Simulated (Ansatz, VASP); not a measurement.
# HfSiO4: VASP beside Ansatz

```
CELL_PARAMETERS angstrom
0.00000 4.12790 4.12790
4.12790 0.00000 4.12790
4.12790 4.12790 0.00000
ATOMIC_POSITIONS crystal
Hf 0.00000 0.00000 0.00000
Si 0.25000 0.25000 0.25000
O 0.59252 0.13583 0.13583
O 0.13583 0.13583 0.13583
O 0.13583 0.59252 0.13583
O 0.13583 0.13583 0.59252
```

Alike in both runs: functional PBE; k mesh 6 × 6 × 6; occupations gaussian, width 0.02 eV; no spin polarisation.

Ansatz relaxed the structure, and its values are those at the end. VASP's run is a single point on that final structure, the one shown.

```csv
,VASP,Ansatz
version,VASP 6.6.1,Ansatz 0.2.0
potentials or method,"VASP PAW PBE potentials, release 64 (Hf_pv, Si, O)","scalar-relativistic, plane waves, PAW"
plane-wave cutoff (eV),520,420
valence electrons in the cell,38,54
```

Ansatz gave:

| Quantity | Value |
| --- | --- |
| gap on the k mesh at the Fermi level (eV) | 4.76 |
| least direct gap on the mesh (eV) | 4.77 |
| pressure (GPa) | 0.0 |
| rms of the force components (eV/Å) | 0.002 |

What did VASP give for the same quantities?

gap on the k mesh at the Fermi level (eV): 4.77; least direct gap on the mesh (eV): 4.77; pressure (GPa): -0.4; rms of the force components (eV/Å): 0.092.

The functional is the same, so the differences come from potentials, cutoffs and numerics. The two sets of potentials don't hold the same shells in valence.

Caveats: spin-orbit coupling is left out, which moves the levels of the heavy elements. A k mesh can miss the band edges.
